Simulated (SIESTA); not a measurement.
Runs of SIESTA 5.4.2 on ZnS (Wurtzite-6H). Symmetry: P6_3mc, No. 186, hexagonal system. The conventional cell has a = 3.812 Å, b = 3.812 Å, c = 18.690 Å, α = 90.00°, β = 90.00°, γ = 120.00°. Zn (site symmetry 3m) has 4 S at 2.33 to 2.34 Å as nearest neighbours. Zn (site symmetry 3m) has 4 S at 2.33 to 2.34 Å as nearest neighbours. Around Zn (site symmetry 3m) lie 4 S at 2.33 to 2.34 Å. S (site symmetry 3m) is surrounded by 4 Zn at 2.33 to 2.34 Å. S (site symmetry 3m) is surrounded by 4 Zn at 2.33 to 2.34 Å. S (site symmetry 3m) has 4 Zn at 2.33 to 2.34 Å as nearest neighbours. 

```tsv
task	level	potentials or basis	cell	k mesh	optimiser	force tolerance	energy shift	gap on the mesh (eV)	pressure (GPa)	relaxed volume (Å³/atom)	largest force (eV/Å)
relaxation of cell and atoms	BLYP	PseudoDojo 0.4 standard (PBE files), DZP (energy shift 0.002 Ry)	relaxed to 20 GPa	6 × 6 × 1	CG	0.02 eV/Å	0.002 Ry	3.61	20.0	-	0.01
band structure	PBE	PseudoDojo 0.4 standard (PBE files), TZDP (energy shift 0.002 Ry)	as given	8 × 8 × 2	-	-	0.002 Ry	2.61	2.6	-	(a)
relaxation of cell and atoms	PBE	PseudoDojo 0.4 standard (PBE files), TZP (energy shift 0.01 Ry)	relaxed	6 × 6 × 1	-	0.04 eV/Å	0.01 Ry	2.40	0.3	(b)	0.02
relaxation of cell and atoms	PBE	PseudoDojo 0.4 standard (PBE files), TZP (energy shift 0.002 Ry)	relaxed to 10 GPa	6 × 6 × 1	Broyden	0.04 eV/Å	0.002 Ry	2.97	10.0	-	-
relaxation of cell and atoms	AM05	PseudoDojo 0.4 standard (PBEsol files), DZP (energy shift 0.002 Ry)	relaxed	6 × 6 × 1	Broyden	0.02 eV/Å	0.002 Ry	2.70	0.0	19.82	0.01
```

Alike in all rows: no spin polarisation; smearing fermi-dirac 0.05 eV; grid cutoff 800 Ry.

**Question.** Estimate the missing entries.

**Answer.** (a) 0.04; (b) 19.63.

Caveats: semicore shells carry a single zeta, which can move pressures by several GPa and volumes by a few percent; the valence orbitals were made in a potential fitted to the semicore shell under them, which widens gaps by tenths of an eV or more; the basis of atomic orbitals isn't converged, which shifts pressures, moduli and gaps; the potentials were made for another functional, which shifts forces and pressure (some runs); an odd mesh through Γ misses points on the zone boundary, where band edges often lie (some runs); the cell's inner coordinates are idealised or old, which leaves forces on the atoms (some runs).
